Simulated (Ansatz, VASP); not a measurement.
**GaP in VASP and in Ansatz**

INCAR

```
PREC = Accurate
ENCUT = 520
EDIFF = 1E-6
ISMEAR = 0
SIGMA = 0.01
LREAL = F
LASPH = T
NELM = 80
ALGO = Normal
ISIF = 2
LWAVE = F
LCHARG = F
GGA = PS
NBANDS = 16
```

KPOINTS

```
Automatic mesh
0
Gamma
  6 6 6
```

Contents of POSCAR:

```
GaP
1.0
    0.0000000000      2.7874105591      2.7874105591
    2.7874105591      0.0000000000      2.7874105591
    2.7874105591      2.7874105591      0.0000000000
Ga P
1 1
Direct
    0.0000000000      0.0000000000      0.0000000000
    0.2500000000      0.2500000000      0.2500000000
```

Input for Ansatz:

```yaml
crystal:
  lattice:
    - [0.0, 2.7874105591027973, 2.7874105591027973]
    - [2.7874105591027973, 0.0, 2.7874105591027973]
    - [2.7874105591027973, 2.7874105591027973, 0.0]
  atoms:
    - { symbol: Ga, position: [0.0, 0.0, 0.0] }
    - { symbol: P, position: [0.25, 0.25, 0.25] }
basis:
  ecutwfc: 435.382179935808
kpoints:
  mp_grid:
    grid: [6, 6, 6]
hamiltonian:
  xc: pbesol
  pseudopotentials:
    kind: paw
scf:
  occupations:
    method: fixed
output:
  stress: true
```

Alike in both runs: task single point; functional PBEsol; k mesh 6 × 6 × 6; no spin polarisation.

|  | VASP | Ansatz |
| --- | --- | --- |
| version | VASP 6.6.1 | Ansatz 0.2.0 |
| potentials or method | VASP PAW PBE potentials, release 64 (Ga_d, P) | plane waves, PAW |
| plane-wave cutoff (eV) | 520 | 435 |
| occupations | gaussian, width 0.01 eV | fixed |
| valence electrons in the cell | 18 | 18 |

|  | VASP | Ansatz | Ansatz less VASP |
| --- | --- | --- | --- |
| pressure (GPa) | -5.4 | -5.3 | +0.06 |

Caveats: the PAW data sets were made with another functional, which shifts forces and pressure a little (VASP). A k mesh can miss the band edges.
